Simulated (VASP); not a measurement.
## SiC (Moissanite 3C): relaxation of cell and atoms with PBE0

The system is SiC (Moissanite 3C).

```
Si C
1.0
     0.00000    2.17900    2.17900
     2.17900    0.00000    2.17900
     2.17900    2.17900    0.00000
Si C
1 1
Direct
  0.00000 0.00000 0.00000
  0.75000 0.75000 0.75000
```

```json
{"Program": "VASP 6.6.1", "Task": "relaxation of cell and atoms", "Functional": "PBE0", "Potentials or basis": "VASP PAW PBE potentials, release 64 (Si, C)", "Cutoff": "600 eV", "k mesh": "5 × 5 × 5", "Occupations": "fermi-dirac, width 0.05 eV", "Spin": "no spin polarisation", "Grid for exact exchange (PRECFOCK)": "Fast", "Exchange at q = 0": "default", "Further INCAR settings": "ALGO = Normal; EDIFF = 1e-06; IBRION = 2; EDIFFG = -0.02; NSW = 40; ISIF = 3"}
```

- Relaxed volume: 10.25 Å³/atom
- Relaxed cell: a = 3.072 Å, b = 3.072 Å, c = 3.072 Å, α = 60.00°, β = 60.00°, γ = 60.00°
- Space group after relaxing (to 0.05 Å): F-43m (No. 216)
- Energy gained by relaxing: 0.6 meV/atom
- Ionic steps: 3
- Pressure after relaxing: 0.0 GPa
- Band gap on the k mesh: 3.50 eV, indirect (least direct gap 6.80 eV)

The path:
| step | energy change (eV) | largest force (eV/Å) | pressure (GPa) | volume (Å³) |
| --- | --- | --- | --- | --- |
| 1 | 0.0000 | 0.0000 | -2.07 | 20.69 |
| 2 | 0.0004 | 0.0000 | 2.45 | 20.29 |
| 3 | -0.0012 | 0.0000 | 0.01 | 20.51 |

Final structure:
```cif
data_structure
_symmetry_space_group_name_H-M 'P 1'
_symmetry_Int_Tables_number 1
_cell_length_a 3.0724
_cell_length_b 3.0724
_cell_length_c 3.0724
_cell_angle_alpha 60.000
_cell_angle_beta 60.000
_cell_angle_gamma 60.000
_cell_volume 20.51
loop_
_atom_site_label
_atom_site_type_symbol
_atom_site_fract_x
_atom_site_fract_y
_atom_site_fract_z
_atom_site_occupancy
Si1 Si 0.00000 0.00000 0.00000 1
C1 C 0.75000 0.75000 0.75000 1
```

Levels at points of the mesh, in eV from the valence-band top:
| k point | band 1 | band 2 | band 3 | band 4 | band 5 | band 6 | band 7 | band 8 |
| --- | --- | --- | --- | --- | --- | --- | --- | --- |
| (0.00, 0.00, 0.00) | -17.10 | 0.00 | 0.00 | 0.00 | 8.44 | 9.43 | 9.43 | 9.43 |

Wall time 110 s on 1 thread of AMD EPYC 7R13 Processor (Zen 3) (shared host), peak memory 0.12 GiB.

Caveat: the k mesh is coarse (spacing up to 0.50 Å⁻¹), so the values aren't converged, least of all with exact exchange; the PAW data sets were made with another functional, which shifts forces and pressure a little; an odd mesh through Γ misses points on the zone boundary, where band edges often lie.
